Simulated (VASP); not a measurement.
# InP (F-43m) in VASP: notebook, part 2 of 2

VASP 6.6.1.

### 3 Dielectric tensor, PBE

INCAR reads:

```
  ALGO = Normal
  EDIFF = 1E-8
  ENCUT = 600
  GGA = PE
  ISIF = 2
  ISMEAR = 0
  LASPH = True
  LCHARG = False
  LEPSILON = True
  LREAL = False
  LWAVE = False
  NELM = 100
  PREC = Accurate
  SIGMA = 0.01
```

KPOINTS reads:

```
k-points
0
Gamma
  5 5 5
```

POSCAR reads:

```
InP
1.0
    0.0000000000      2.9305000000      2.9305000000
    2.9305000000      0.0000000000      2.9305000000
    2.9305000000      2.9305000000      0.0000000000
In P
1 1
Direct
    0.0000000000      0.0000000000      0.0000000000
    0.7500000000      0.7500000000      0.7500000000
```

Potentials or basis: VASP PAW PBE potentials, release 64 (In_d, P).

Launch:

```sh
$ cat potpaw_PBE.64/In_d/POTCAR potpaw_PBE.64/P/POTCAR > POTCAR
$ mpirun -np 1 vasp_std > vasp.out
```

OUTCAR:

```text
EDIFF = 1E-8
   ENCUT = 600
   GGA = PE
   ISIF = 2
   ISMEAR = 0
   LASPH = True
   LEPSILON = True
   LREAL = False
   NELM = 100
   PREC = Accurate

 Found     10 irreducible k-points:

 Following reciprocal coordinates:
            Coordinates               Weight
  0.000000  0.000000  0.000000      1.000000
  0.200000  0.000000  0.000000      8.000000
  0.400000  0.000000  0.000000      8.000000
  0.200000  0.200000  0.000000      6.000000
  0.400000  0.200000  0.000000     24.000000
 -0.400000  0.200000  0.000000     24.000000
   k-points           NKPTS =     10   k-points in BZ     NKDIM =     10   number of bands    NBANDS=     13
   number of dos      NEDOS =    301   number of ions     NIONS =      2
   total plane-waves  NPLWV =  46656
   dimension x,y,z NGX =    36 NGY =   36 NGZ =   36
   dimension x,y,z NGXF=    72 NGYF=   72 NGZF=   72
   ions per type =               1   1
   NGX,Y,Z   is equivalent  to a cutoff of  14.44, 14.44, 14.44 a.u.
   NGXF,Y,Z  is equivalent  to a cutoff of  28.88, 28.88, 28.88 a.u.
 SYSTEM =  unknown system
   PREC   = accura    normal or accurate (medium, high low for compatibility)
   ISTART =      0    job   : 0-new  1-cont  2-samecut
   ICHARG =      2    charge: 1-file 2-atom 10-const
   ISPIN  =      1    spin polarized calculation?
   LNONCOLLINEAR =      F non collinear calculations
   LSORBIT =      F    spin-orbit coupling
   LASPH  =      T    aspherical Exc in radial PAW
   ENCUT  =  600.0 eV  44.10 Ry    6.64 a.u.   8.28  8.28  8.28*2*pi/ulx,y,z
   NELM   =    100;   NELMIN=  2; NELMDL= -5     # of ELM steps
   EDIFF  = 0.1E-07   stopping-criterion for ELM
   LREAL  =      F    real-space projection
   EDIFFG = 0.1E-06   stopping-criterion for IOM
   NSW    =      0    number of steps for IOM
   IBRION =     -1    ionic relax: 0-MD 1-quasi-New 2-CG
   NFREE  =      0    steps in history (QN), initial steepest desc. (CG)
   ISIF   =      2    stress and relaxation
   ISYM   =      2    0-nonsym 1-usesym 2-fastsym
   POTIM  = 0.5000    time-step for ionic-motion
   TEBEG  =    0.0;   TEEND  =   0.0 temperature during run
   PSTRESS=    0.0 pullay stress
   NELECT =      18.0000    total number of electrons
   NUPDOWN=      -1.0000    fix difference up-down
   EMIN   =  10.00;   EMAX   =-10.00  energy-range for DOS
   EFERMI =   0.00;   METHOD = LEGACY
   ISMEAR =     0;   SIGMA  =   0.01  broadening in eV -4-tet -1-fermi 0-gaus
   EFERMI_NEDOS =   21; number of points for ismear=-14 and -15
   IALGO  =     38    algorithm
   IMIX   =      4    mixing-type and parameters
     AMIX     =   0.40;   BMIX     =  1.00
     AMIX_MAG =   1.60;   BMIX_MAG =  1.00
  volume/ion in A,a.u.               =      25.17       169.83
  Fermi-wavevector in a.u.,A,eV,Ry     =   1.162021  2.195901 18.371846  1.350293
  Thomas-Fermi vector in A             =   2.298587
   LORBIT       =      0    0 simple, 1 ext, 2 COOP (PROOUT), +10 PAW based schemes
   GGA     = PE    functional components
   LHFCALC =     F    Hartree Fock is set to
   AEXX    =    0.0000 exact exchange contribution
   IVDW    =     0    specifies the selected vdW correction
   LEPSILON=     T    determine dielectric tensor
   LRPA    =     F    only Hartree local field effects (RPA)
 non-spin polarized calculation
 Gauss-broadening in eV      SIGMA  =   0.01
  energy-cutoff  :      600.00
  volume of cell :       50.33
 maximum number of plane-waves:      1694
[... 113 lines left out ...]
  Direction    XX          YY          ZZ          XY          YZ          ZX
  --------------------------------------------------------------------------------------
  -------------------------------------------------------------------------------------
  Total        1.0515401      1.0515401      1.0515401     -0.0000000      0.0000000     -0.0000000
  in kB       33.4719688     33.4719688     33.4719688     -0.0000000      0.0000000     -0.0000000
  external PRESSURE =      33.4719688 kB  Pullay stress =       0.0000000 kB

 VOLUME and BASIS-vectors are now :
 -----------------------------------------------------------------------------
  energy-cutoff  :      600.00
  volume of cell :       50.33
      direct lattice vectors                 reciprocal lattice vectors
     0.000000000  2.930500000  2.930500000    -0.170619348  0.170619348  0.170619348
     2.930500000  0.000000000  2.930500000     0.170619348 -0.170619348  0.170619348
     2.930500000  2.930500000  0.000000000     0.170619348  0.170619348 -0.170619348

 POSITION                                       TOTAL-FORCE (eV/Angst)
 -----------------------------------------------------------------------------------
      0.00000      0.00000      0.00000        -0.000000     -0.000000      0.000000
      4.39575      4.39575      4.39575         0.000000      0.000000     -0.000000
 -----------------------------------------------------------------------------------
    total drift:                                0.000000      0.000000      0.000000

  FREE ENERGIE OF THE ION-ELECTRON SYSTEM (eV)
  ---------------------------------------------------
  free  energy   TOTEN  =        -8.3473790656 eV

  energy  without entropy=       -8.3473790656  energy(sigma->0) =       -8.34737907

 HEAD OF MICROSCOPIC STATIC DIELECTRIC TENSOR (INDEPENDENT PARTICLE, excluding Hartree and local field effects)
 ------------------------------------------------------
          28.888236    -0.000000     0.000000
           0.000000    28.888236     0.000000
          -0.000000     0.000000    28.888236
 ------------------------------------------------------

 Free energy of the ion-electron system (eV)
  ---------------------------------------------------
  ---------------------------------------------------
  free energy    TOTEN  =        -4.06247555 eV

  energy without entropy =       -4.06247555

------------------------ aborting loop because EDIFF is reached ----------------------------------------

--------------------------------------- Ionic step        2  -------------------------------------------

------------------------ aborting loop because EDIFF is reached ----------------------------------------

--------------------------------------- Ionic step        3  -------------------------------------------

 Free energy of the ion-electron system (eV)
  ---------------------------------------------------
  ---------------------------------------------------
  free energy    TOTEN  =        -4.06247509 eV

  energy without entropy =       -4.06247509

------------------------ aborting loop because EDIFF is reached ----------------------------------------

 PIEZOELECTRIC TENSOR FIELD DIRECTION 3  (e Angst)
 -----------------------------------------------------------------------------
     0.00005  3.49124  0.00000           (  0.00000  0.02263  0.00000)
     3.49124  0.00005  0.00000           (  0.02263  0.00000  0.00000)
     0.00000  0.00000 -0.00123           (  0.00000  0.00000 -0.00000)

 PIEZOELECTRIC TENSOR FIELD DIRECTION 3  (C/m^2)
 -----------------------------------------------------------------------------
     0.00002  1.11131  0.00000
     1.11131  0.00002  0.00000
     0.00000  0.00000 -0.00039

 MACROSCOPIC STATIC DIELECTRIC TENSOR (including local field effects in DFT)
 ------------------------------------------------------
          28.653237    -0.000000    -0.000000
          -0.000000    28.653237    -0.000000
           0.000000     0.000000    28.653237
 ------------------------------------------------------

 PIEZOELECTRIC TENSOR (including local field effects)  for field in x, y, z        (e  Angst)
          XX          YY          ZZ          XY          YZ          ZX
  --------------------------------------------------------------------------------
  x    -0.00000     0.00000    -0.00000     0.00000     3.51502     0.00000
  y     0.00000    -0.00000    -0.00000     0.00000    -0.00000     3.51502
  z     0.00000     0.00000    -0.00000     3.51502     0.00000     0.00000

 PIEZOELECTRIC TENSOR (including local field effects)  for field in x, y, z        (C/m^2)
          XX          YY          ZZ          XY          YZ          ZX
  --------------------------------------------------------------------------------
  x    -0.00000     0.00000    -0.00000     0.00000     1.11888     0.00000
  y     0.00000    -0.00000    -0.00000     0.00000    -0.00000     1.11888
  z     0.00000     0.00000    -0.00000     1.11888     0.00000     0.00000

 BORN EFFECTIVE CHARGES (including local field effects) (in |e|, cummulative output)
 ---------------------------------------------------------------------------------
 ion    1
    1     3.10983     0.00000    -0.00000
    2    -0.00000     3.10983     0.00000
    3    -0.00000     0.00000     3.10983
 ion    2
    1    -3.10983    -0.00000     0.00000
    2     0.00000    -3.10983    -0.00000
    3     0.00000     0.00000    -3.10983
```

Wall time 2.3 min (1 thread of Intel Xeon Platinum 8488C (Sapphire Rapids), shared host); peak memory 0.25 GiB.

The run converged, but some of its settings lie outside the range that counts as converged, so its numbers aren't taken as properties of the crystal.

Results:

| Property | Result |
| --- | --- |
| Band gap on the k mesh | 0.71 eV, direct |
| Electronic dielectric tensor (diagonal) | 28.65 |
| Born charges (mean of the diagonal) | In +3.11; P -3.11 e |

Caveat: spin-orbit coupling is left out, which moves the levels of the heavy elements.

### 4 Dielectric tensor, PBE

INCAR: that of step 3 with these lines changed.

```diff
@@ -2,3 +2,3 @@
   EDIFF = 1E-8
-  ENCUT = 600
+  ENCUT = 500
   GGA = PE
```

KPOINTS reads:

```
k-points
0
Gamma
  6 6 6
```

POSCAR is that of step 3.

Potentials or basis: VASP PAW PBE potentials, release 64 (In_d, P).

Launch:

```sh
$ cat potpaw_PBE.64/In_d/POTCAR potpaw_PBE.64/P/POTCAR > POTCAR
$ mpirun -np 1 vasp_std > vasp.out
```

OUTCAR:

```text
EDIFF = 1E-8
   ENCUT = 500
   GGA = PE
   ISIF = 2
   ISMEAR = 0
   LASPH = True
   LEPSILON = True
   LREAL = False
   NELM = 100
   PREC = Accurate

 Found     16 irreducible k-points:

 Following reciprocal coordinates:
            Coordinates               Weight
  0.000000  0.000000  0.000000      1.000000
  0.166667  0.000000  0.000000      8.000000
  0.333333  0.000000  0.000000      8.000000
  0.500000  0.000000  0.000000      4.000000
  0.166667  0.166667  0.000000      6.000000
  0.333333  0.166667  0.000000     24.000000
   k-points           NKPTS =     16   k-points in BZ     NKDIM =     16   number of bands    NBANDS=     13
   number of dos      NEDOS =    301   number of ions     NIONS =      2
   total plane-waves  NPLWV =  27000
   dimension x,y,z NGX =    30 NGY =   30 NGZ =   30
   dimension x,y,z NGXF=    60 NGYF=   60 NGZF=   60
   ions per type =               1   1
   NGX,Y,Z   is equivalent  to a cutoff of  12.03, 12.03, 12.03 a.u.
   NGXF,Y,Z  is equivalent  to a cutoff of  24.07, 24.07, 24.07 a.u.
 SYSTEM =  unknown system
   PREC   = accura    normal or accurate (medium, high low for compatibility)
   ISTART =      0    job   : 0-new  1-cont  2-samecut
   ICHARG =      2    charge: 1-file 2-atom 10-const
   ISPIN  =      1    spin polarized calculation?
   LNONCOLLINEAR =      F non collinear calculations
   LSORBIT =      F    spin-orbit coupling
   LASPH  =      T    aspherical Exc in radial PAW
   ENCUT  =  500.0 eV  36.75 Ry    6.06 a.u.   7.56  7.56  7.56*2*pi/ulx,y,z
   NELM   =    100;   NELMIN=  2; NELMDL= -5     # of ELM steps
   EDIFF  = 0.1E-07   stopping-criterion for ELM
   LREAL  =      F    real-space projection
   EDIFFG = 0.1E-06   stopping-criterion for IOM
   NSW    =      0    number of steps for IOM
   IBRION =     -1    ionic relax: 0-MD 1-quasi-New 2-CG
   NFREE  =      0    steps in history (QN), initial steepest desc. (CG)
   ISIF   =      2    stress and relaxation
   ISYM   =      2    0-nonsym 1-usesym 2-fastsym
   POTIM  = 0.5000    time-step for ionic-motion
   TEBEG  =    0.0;   TEEND  =   0.0 temperature during run
   PSTRESS=    0.0 pullay stress
[... 170 lines left out ...]
           0.000000     0.000000    21.081872
 ------------------------------------------------------

 Free energy of the ion-electron system (eV)
  ---------------------------------------------------
  ---------------------------------------------------
  free energy    TOTEN  =        -2.90963172 eV

  energy without entropy =       -2.90963172

------------------------ aborting loop because EDIFF is reached ----------------------------------------

--------------------------------------- Ionic step        2  -------------------------------------------

------------------------ aborting loop because EDIFF is reached ----------------------------------------

--------------------------------------- Ionic step        3  -------------------------------------------

 Free energy of the ion-electron system (eV)
  ---------------------------------------------------
  ---------------------------------------------------
  free energy    TOTEN  =        -2.90963158 eV

  energy without entropy =       -2.90963158

------------------------ aborting loop because EDIFF is reached ----------------------------------------

 PIEZOELECTRIC TENSOR FIELD DIRECTION 3  (e Angst)
 -----------------------------------------------------------------------------
    -0.00072  3.05198  0.00000           (  0.00000  0.02787  0.00000)
     3.05198 -0.00072  0.00000           (  0.02787  0.00000  0.00000)
     0.00000  0.00000 -0.00007           (  0.00000  0.00000 -0.00000)

 PIEZOELECTRIC TENSOR FIELD DIRECTION 3  (C/m^2)
 -----------------------------------------------------------------------------
    -0.00023  0.97149  0.00000
     0.97149 -0.00023  0.00000
     0.00000  0.00000 -0.00002

 MACROSCOPIC STATIC DIELECTRIC TENSOR (including local field effects in DFT)
 ------------------------------------------------------
          20.767958     0.000000     0.000000
           0.000000    20.767958     0.000000
           0.000000     0.000000    20.767958
 ------------------------------------------------------

 PIEZOELECTRIC TENSOR (including local field effects)  for field in x, y, z        (e  Angst)
          XX          YY          ZZ          XY          YZ          ZX
  --------------------------------------------------------------------------------
  x    -0.00000     0.00000     0.00000     0.00000     3.06635    -0.00000
  y     0.00000     0.00000    -0.00000    -0.00000     0.00000     3.06635
  z    -0.00000     0.00000    -0.00000     3.06635    -0.00000     0.00000

 PIEZOELECTRIC TENSOR (including local field effects)  for field in x, y, z        (C/m^2)
          XX          YY          ZZ          XY          YZ          ZX
  --------------------------------------------------------------------------------
  x    -0.00000     0.00000     0.00000     0.00000     0.97606    -0.00000
  y     0.00000     0.00000    -0.00000    -0.00000     0.00000     0.97606
  z    -0.00000     0.00000    -0.00000     0.97606    -0.00000     0.00000

 BORN EFFECTIVE CHARGES (including local field effects) (in |e|, cummulative output)
 ---------------------------------------------------------------------------------
 ion    1
    1     2.84045    -0.00000     0.00000
    2     0.00000     2.84045     0.00000
    3    -0.00000     0.00000     2.84045
 ion    2
    1    -2.84045     0.00000     0.00000
    2     0.00000    -2.84045    -0.00000
    3     0.00000     0.00000    -2.84045
```

stdout:

```text
POSCAR found type information on POSCAR InP
 POSCAR found :  2 types and       2 ions
 scaLAPACK will be used
 LDA part: xc-table for (Slater+PW92), standard interpolation
 POSCAR, INCAR and KPOINTS ok, starting setup
 FFT: planning ... GRIDC
 FFT: planning ... GRID_SOFT
 FFT: planning ... GRID
 WAVECAR not read
 entering main loop
 Linear response reoptimize wavefunctions to high precision
 Linear response G [H, r] |phi>, progress :
  Direction:   1
 Linear response G [H, r] |phi>, progress :
  Direction:   2
 Linear response G [H, r] |phi>, progress :
  Direction:   3
 Linear response to external field (no local field effect), progress :
  Direction:   1
 dielectric tensor                  component  1 :    23.264     7.488     2.439
 Linear response to external field (no local field effect), progress :
  Direction:   2
 dielectric tensor                  component  2 :     7.488    23.478    -2.625
 Linear response to external field (no local field effect), progress :
  Direction:   3
 dielectric tensor                  component  3 :     2.442    -2.627    16.503
 Linear response to external field, progress :
  Direction:   1
 dielectric tensor                  component  1 :    20.768     4.302     1.270
 Linear response to external field, progress :
  Direction:   2
 dielectric tensor                  component  2 :     4.300    20.768     1.190
 Linear response to external field, progress :
  Direction:   3
 dielectric tensor                  component  3 :     3.398     2.173    20.768
 Born effective charges drift removed
```

Run time: 2.6 min. Hardware: 1 thread of Intel Xeon Platinum 8488C (Sapphire Rapids), shared host; peak memory 0.22 GiB.

The run converged, but some of its settings lie outside the range that counts as converged, so its numbers aren't taken as properties of the crystal.

Results:

| Item | Value |
| --- | --- |
| Band gap on the k mesh | 0.71 eV, direct |
| Electronic dielectric tensor (diagonal) | 20.77 |
| Born charges (mean of the diagonal) | In +2.84; P -2.84 e |

Caveat: spin-orbit coupling is left out, which moves the levels of the heavy elements.

### 5 For comparison

An earlier run on the cell as given: functional PBEsol; potentials or basis VASP PAW PBE potentials, release 64 (In_d, P); cutoff 520 eV; k mesh 8 × 8 × 8; occupations fermi-dirac, width 0.05 eV; no spin polarisation.

* Pressure: 0.6 GPa
* Band gap on the k mesh: 0.61 eV, direct
